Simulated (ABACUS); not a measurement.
## Ti: single point with PBEsol

The system is Ti.

```
Ti
1.0
     2.95000    0.00000    0.00000
    -1.47500    2.55477    0.00000
     0.00000    0.00000    4.68000
Ti
2
Direct
  0.66667 0.33333 0.75000
  0.33333 0.66667 0.25000
```

```json
{
 "Program": "ABACUS 3.10.1",
 "Task": "single point",
 "Functional": "PBEsol",
 "Potentials or basis": "PseudoDojo NC SR 0.4.1 PBEsol standard",
 "Cutoff": "1143 eV",
 "Density cutoff": "4572 eV",
 "Basis": "plane waves",
 "k mesh": "10 × 10 × 6",
 "Occupations": "fermi-dirac, width 0.05 eV",
 "Spin": "no spin polarisation",
 "Radial cutoff of the potentials (pseudo_rcut)": "7 bohr",
 "SCF threshold on the density": "1e-08",
 "Max SCF steps": "100",
 "Eigensolver": "dav",
 "Mixing": "broyden",
 "Mixing share": "0.7",
 "Symmetry key": "1"
}
```

```json
{"Pressure": "-5.6 GPa", "Band gap on the k mesh": "none (metal or under the smearing width)"}
```

Stress tensor (GPa, compression positive):
```
-5.46  0.00  0.00
 0.00 -5.46  0.00
 0.00  0.00 -5.95
```

Levels at points of the mesh, in eV from the Fermi level:
```csv
k point,band 9,band 10,band 11,band 12,band 13,band 14,band 15,band 16
"(0.00, 0.00, 0.00)",-6.15,-2.65,0.72,0.78,0.78,0.89,1.27,1.27
"(0.50, 0.50, 0.00)",-2.32,-2.11,-1.81,-0.62,0.49,0.61,1.17,3.33
"(0.00, 0.00, 0.50)",-4.32,-4.32,0.10,0.10,0.69,0.69,0.69,0.69
"(0.50, 0.50, 0.50)",-2.51,-2.51,-0.79,-0.79,1.30,1.30,1.72,1.72
```

It took 8.6 s on 4 MPI ranks on Intel(R) Xeon(R) 6975P-C (Granite Rapids), with other jobs on the host, peak memory 0.36 GiB a rank.
